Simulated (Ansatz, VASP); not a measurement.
**CsSnI3: VASP beside Ansatz**

Contents of INCAR:

```
PREC = Accurate
ENCUT = 520
EDIFF = 1E-7
ISMEAR = 0
SIGMA = 0.01
LREAL = False
LASPH = True
NELM = 100
ALGO = Normal
ISIF = 2
LWAVE = False
LCHARG = False
GGA = PS
NBANDS = 30
```

Contents of KPOINTS:

```
Automatic mesh
0
Gamma
  6 6 6
```

POSCAR

```
CsSnI3
1.0
    6.0113899692      0.0000000000      0.0000000000
    0.0000000000      6.0113899692      0.0000000000
    0.0000000000      0.0000000000      6.0113899692
Cs Sn I
1 1 3
Direct
    0.0000000000      0.0000000000      0.0000000000
    0.5000000000      0.5000000000      0.5000000000
    0.0000000000      0.5000000000      0.5000000000
    0.5000000000      0.0000000000      0.5000000000
    0.5000000000      0.5000000000      0.0000000000
```

Input for Ansatz:

```yaml
crystal:
  lattice:
    - [6.0113899692, 0.0, 0.0]
    - [0.0, 6.0113899692, 0.0]
    - [0.0, 0.0, 6.0113899692]
  atoms:
    - { symbol: Cs, position: [0.0, 0.0, 0.0] }
    - { symbol: Sn, position: [0.5, 0.5, 0.5] }
    - { symbol: I, position: [0.0, 0.5, 0.5] }
    - { symbol: I, position: [0.5, 0.0, 0.5] }
    - { symbol: I, position: [0.5, 0.5, 0.0] }
basis:
  ecutwfc: 420
kpoints:
  mp_grid: { grid: [6, 6, 6] }
hamiltonian:
  xc: pbesol
scf:
  occupations: { method: gaussian, width: 0.01 }
output:
  forces: true
  stress: true
  eigenvalues: true
```

Change from the starting cell: equal strain along all axes, cell held, atoms relaxed: -2.0 %.

Alike in both runs: task single point; functional PBEsol; k mesh 6 × 6 × 6; occupations gaussian, width 0.01 eV; no spin polarisation.

```csv
,VASP,Ansatz
version,VASP 6.6.1,Ansatz 0.2.0
potentials or method,"VASP PAW PBE potentials, release 64 (Cs_sv, Sn_d, I)","scalar-relativistic, plane waves, PAW"
plane-wave cutoff (eV),520,420
valence electrons in the cell,44,74
```

```tsv
	VASP	Ansatz	Ansatz less VASP
gap on the k mesh at the Fermi level (eV)	none	none	-
pressure (GPa)	1.3	1.3	-0.01
```

A gap of «none» marks a metal or a gap that the smearing closes. The two sets of potentials don't hold the same shells in valence.

Caveats: the PAW data sets were made with another functional, which shifts forces and pressure a little (VASP). The runs have no spin-orbit coupling, so splittings on Cs, I are missing.
